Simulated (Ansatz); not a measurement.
Computed with DFT PBE, scalar-relativistic, plane waves, PAW (Ansatz). All cells share a 420 eV cutoff and Γ-centred k meshes spaced at most about 0.3 Å⁻¹ (about 0.25 or finer for metals, 2π included). No spin polarisation.

All energies are static (0 K, no zero-point motion).

Question: Which of these relaxed structures of Ba3HfO is the lowest in energy?
A.

```
Ba Hf O
1.0
     7.97030    0.00000    0.00000
    -3.98515    6.90248    0.00000
     0.00000    0.00000    4.00784
Ba Hf O
3 1 1
Direct
  0.50000 0.00000 0.00000
  0.00000 0.50000 0.00000
  0.50000 0.50000 0.00000
  0.00000 0.00000 0.00000
  0.00000 0.00000 0.50000
```

B.

```
Ba Hf O
1.0
     5.48247    0.00000    0.00000
     0.00000    5.48247    0.00000
     0.00000    0.00000    5.48247
Ba Hf O
3 1 1
Direct
  0.50000 0.50000 0.00000
  0.50000 0.00000 0.50000
  0.00000 0.50000 0.50000
  0.00000 0.00000 0.00000
  0.50000 0.50000 0.50000
```

Answer: B. The other, A, lies 59 meV/atom higher. Forms: B antiperovskite type, Pm-3m; A P6/mmm. Counting Ba or Hf atoms around O (for each partner element, those within 1.25 times its shortest distance or 1.15 times the sum of covalent radii, where it is the nearest in units of that sum or under 1.3): B has O 6; A has O 2. Both come from invented guesses. The lowest form computed isn't among them: it has space group P4/mmm (No. 123), 35.5 Å³/atom and lies 237 meV/atom below the best shown.

Spin–orbit coupling, which can matter for Hf, is left out. Cells relaxed within their symmetry can be saddle points. Some structure types and database cells were kept out of the candidates from the start, so a known form may be missing.
